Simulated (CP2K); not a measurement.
Runs of CP2K 2026.2 on PbS (Galena). It takes space group Fm-3m (No. 225, cubic). The conventional cell has a = 5.931 Å, b = 5.931 Å, c = 5.931 Å, α = 90.00°, β = 90.00°, γ = 90.00°. Pb (site symmetry m-3m) is surrounded by 6 S at 2.97 Å. Around S (site symmetry m-3m) lie 6 Pb at 2.97 Å. 

| level | potentials or basis | smearing | EPS_DEFAULT | NGRIDS | points a segment of the path (NPOINTS) | bands added on the path | CUTOFF of the grids | gap on the mesh (eV) | pressure (GPa) |
| --- | --- | --- | --- | --- | --- | --- | --- | --- | --- |
| r2SCAN | POTENTIAL_UZH Pb GTH-SCAN-q4, S GTH-SCAN-q6; TZVP-MOLOPT-SCAN-GTH basis | fermi-dirac 0.05 eV | 1.0E-9 | 5 | 6 | 4 | 675 Ry | (a) | 0.1 |
| PBEsol | POTENTIAL_UZH Pb GTH-PBE-q4, S GTH-PBE-q6; TZVP-MOLOPT-PBE-GTH basis | fermi-dirac 0.0259 eV | 1.0E-9 | 4 | 10 | 6 | 450 Ry | (b) | 1.5 |
| PBE | POTENTIAL_UZH Pb GTH-PBE-q4, S GTH-PBE-q6; TZVP-MOLOPT-PBE-GTH basis | fermi-dirac 0.0259 eV | 1.0E-10 | 4 | 6 | 2 | 450 Ry | 0.23 | 2.9 |
| PBE | POTENTIAL_UZH Pb GTH-PBE-q4, S GTH-PBE-q6; TZVP-MOLOPT-PBE-GTH basis | fermi-dirac 0.01 eV | 1.0E-9 | 5 | 10 | 4 | 450 Ry | 0.23 | 2.9 |
| TB-mBJ | POTENTIAL_UZH Pb GTH-PBE-q4, S GTH-PBE-q6; TZVP-MOLOPT-PBE-GTH basis | fermi-dirac 0.01 eV | 1.0E-9 | 4 | 6 | 4 | 675 Ry | 0.58 | - |

Alike in all rows: task band structure; no spin polarisation; cell as given; k mesh 8 × 8 × 8.

Q: Estimate the missing entries.

A: (a) 0.47; (b) 0.10.

Caveats: spin-orbit coupling is left out, which as a rule narrows the gap of such compounds by several tenths of an eV; the basis of atomic orbitals isn't converged, which shifts pressures, moduli and gaps; the potentials were made for another functional, which shifts forces and pressure (some runs); this is a model potential without an energy functional, so only levels have meaning (some runs).

A k mesh can miss the band edges, and the runs leave out spin-orbit coupling on Pb.
